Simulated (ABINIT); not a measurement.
Write the native input for ABINIT 10.8.3 (patched build) that does the following.

* Task: band structure
* Functional: PBE
* Potentials or basis: JTH PAW PBE v2.0 sp
* Cutoff: 408 eV
* k mesh: 10 × 10 × 10
* Occupations: fermi-dirac, width 0.05 eV
* Spin: no spin polarisation
* Fine-grid cutoff: 816.342 eV
* Exchange and correlation inside the PAW spheres: full angular mesh (pawxcdev 0, this build's default; the released program takes 1)

Crystal: BAs.

```
CELL_PARAMETERS angstrom
0.00000 2.38850 2.38850
2.38850 0.00000 2.38850
2.38850 2.38850 0.00000
ATOMIC_POSITIONS crystal
As 0.75000 0.75000 0.75000
B 0.00000 0.00000 0.00000
```

These files were run (other wordings do the same):

run.abi

```
# Datasets: ground state, then fixed potential
ndtset 2

# Pseudopotentials
pp_dirpath "./"
pseudos "As.GGA_PBE-JTH_sp.xml, B.GGA_PBE-JTH.xml"

# Structure
acell 6.3832096775 6.3832096775 6.3832096775
rprim
     0.0000000000     0.7071067812     0.7071067812
     0.7071067812     0.0000000000     0.7071067812
     0.7071067812     0.7071067812     0.0000000000
ntypat 2
znucl 33 5
natom 2
typat 1 2
xred
     0.7500000000     0.7500000000     0.7500000000
     0.0000000000     0.0000000000     0.0000000000

# Plane-wave basis
ecut 15.0
pawecutdg 30.0

# Exchange and correlation
ixc 11

# Bands and occupations
occopt 3
tsmear 0.05 eV

# SCF cycle
nstep 100

# Output
iomode 3
prtwf 0
prteig 0
prtebands 0
enunit 1
prtden1 1

# Dataset 1
kptopt1 1
ngkpt1 10 10 10
nshiftk1 1
shiftk1 0.0 0.0 0.0
nband1 8
tolvrs1 1.0e-9

# Dataset 2: bands along G-X-W-K-G-L-U-W-L-K
iscf2 -2
getden2 1
nband2 12
nbdbuf2 2
tolwfr2 1.0e-12
kptopt2 -9
ndivsm2 6
prteig2 1
kptbounds2
     0.0000000000     0.0000000000     0.0000000000
     0.5000000000     0.0000000000     0.5000000000
     0.5000000000     0.2500000000     0.7500000000
     0.3750000000     0.3750000000     0.7500000000
     0.0000000000     0.0000000000     0.0000000000
     0.5000000000     0.5000000000     0.5000000000
     0.6250000000     0.2500000000     0.6250000000
     0.5000000000     0.2500000000     0.7500000000
     0.5000000000     0.5000000000     0.5000000000
     0.3750000000     0.3750000000     0.7500000000
```

Potentials or basis: JTH PAW PBE v2.0 sp.

Run with:

```bash
$ abinit run.abi > log 2>&1
```

Results of the run:

- Pressure: 3.4 GPa
- Band gap on the k mesh: 1.19 eV, indirect (least direct gap 3.31 eV)
- Band gap along the path: 1.19 eV, indirect (least direct gap 3.31 eV)
- Valence electrons inside the program's atomic spheres: As 2.84; B 1.78

Caveat: this set keeps more shells in the core, which shifts pressures and gaps.

Run time: 16 s on 1 thread of Arm Neoverse V1 (shared host), peak memory 0.12 GiB.
